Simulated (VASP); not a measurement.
A run of VASP 6.6.1 is set up as follows.

INCAR

```
ALGO = Normal
DIPOL = 0.5 0.5 0.500
EDIFF = 1E-6
ENCUT = 520
GGA = PE
IDIPOL = 3
ISIF = 2
ISMEAR = 0
LASPH = True
LCHARG = False
LDIPOL = True
LREAL = False
LWAVE = False
NBANDS = 24
NELM = 100
PREC = Accurate
SIGMA = 0.1
```

File KPOINTS:

```
k-points
0
Gamma
  4 4 1
```

POSCAR

```
LiS2
1.0
    4.0896810000      0.0000000000      0.0000000000
    0.0000000000      4.0896810000      0.0000000000
    0.0000000000      0.0000000000     16.0000000000
Li S
2 4
Direct
    0.0000000000      0.0000000000      0.5523128800
    0.0000000000      0.0000000000      0.4476871200
    0.0000000000      0.5000000000      0.5000000000
    0.5000000000      0.0000000000      0.5000000000
    0.5000000000      0.5000000000      0.5000000000
    0.0000000000      0.0000000000      0.5000000000
```

Potentials or basis: VASP PAW PBE potentials, release 64 (Li_sv, S).

Launch:

```sh
$ cat potpaw_PBE.64/Li_sv/POTCAR potpaw_PBE.64/S/POTCAR > POTCAR
$ mpirun -np 1 vasp_std > vasp.out
```

**Question.** What does it give for the largest force?

**Answer.** 245.781 eV/Å.

**Question.** Predict the band gap on the k mesh.

**Answer.** None (metal or under the smearing width).

Forces on the atoms (eV/Å):
```
Li     0.000    0.000 -245.781
Li     0.000    0.000  245.781
S      0.000    0.000    0.000
S      0.000    0.000    0.000
S      0.000    0.000    0.000
S      0.000    0.000    0.000
```

Caveat: the k mesh is coarse (spacing up to 0.38 Å⁻¹), so the values aren't converged; the cell as given lies far from equilibrium.
